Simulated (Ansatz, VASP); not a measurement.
**KTaO3 in VASP and in Ansatz**

```
K Ta O
1.0
     4.02442    0.00000    0.00000
     0.00000    4.02442    0.00000
     0.00000    0.00000    4.02442
K Ta O
1 1 3
Cartesian
  0.0000 0.0000 0.0000
  2.0122 2.0122 2.0122
  2.0122 2.0122 0.0000
  2.0122 0.0000 2.0122
  0.0000 2.0122 2.0122
```

Alike in both runs: task single point; functional PBE; k mesh 6 × 6 × 6; no spin polarisation.

|  | VASP | Ansatz |
| --- | --- | --- |
| version | VASP 6.6.1 | Ansatz 0.2.0 |
| potentials or method | VASP PAW PBE potentials, release 64 (K_sv, Ta_pv, O) | plane waves, PAW |
| plane-wave cutoff (eV) | 520 | 420 |
| occupations | gaussian, width 0.01 eV | fixed |
| valence electrons in the cell | 38 | 40 |

|  | VASP | Ansatz | Ansatz less VASP |
| --- | --- | --- | --- |
| gap on the k mesh at the Fermi level (eV) | 2.11 | 2.16 | +0.046 |
| pressure (GPa) | 0.6 | 0.0 | -0.58 |

The two sets of potentials don't hold the same shells in valence.

Caveats: spin-orbit coupling is left out, which moves the levels of the heavy elements. A k mesh can miss the band edges.
